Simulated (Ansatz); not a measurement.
The system is SnO2.

```
CELL_PARAMETERS angstrom
0.00000 2.57415 2.57415
2.57415 0.00000 2.57415
2.57415 2.57415 0.00000
ATOMIC_POSITIONS crystal
Sn 0.00000 0.00000 0.00000
O 0.75000 0.75000 0.75000
O 0.25000 0.25000 0.25000
```

Measurements of this composition are mostly on another form, of space group No. 136.

```yaml
Program: Ansatz 0.2.0
Task: single point
Functional: PBE
Potentials_or_basis: all-electron LAPW, scalar-relativistic
Cutoff: 344 eV (chosen from the basis error)
Basis_error_allowed: 0.001 eV/atom
k_mesh: 9 × 9 × 9
Occupations: fermi-dirac, width 0.05 eV
Spin: no spin polarisation
```

On this cell: pressure -0.6 GPa; largest force zero by symmetry; band gap on the k mesh none (metal or under the smearing width).

The same run follows on a disturbed copy (atoms moved at random, drawn with an rms of 0.05 Å):

```
CELL_PARAMETERS angstrom
0.00000 2.57415 2.57415
2.57415 0.00000 2.57415
2.57415 2.57415 0.00000
ATOMIC_POSITIONS crystal
Sn 0.99723 0.98179 0.02190
O 0.74698 0.75217 0.75956
O 0.23428 0.27534 0.24113
```

**Question.** What does the disturbed cell give?

**Answer.** The energy (extrapolated to zero smearing) moves by +24.3 meV/atom; pressure 0.7 GPa; largest force 1.177 eV/Å; band gap on the k mesh none (metal or under the smearing width).

Forces on the atoms (eV/Å):
```
Sn   0.382 -0.611  0.596
O    0.026 -0.340 -0.037
O   -0.408  0.951 -0.560
```

Stress tensor (GPa, compression positive):
```
 0.49 -0.74  1.20
-0.74  1.22 -1.03
 1.20 -1.03  0.48
```

The runs don't all hold the same shells in valence.
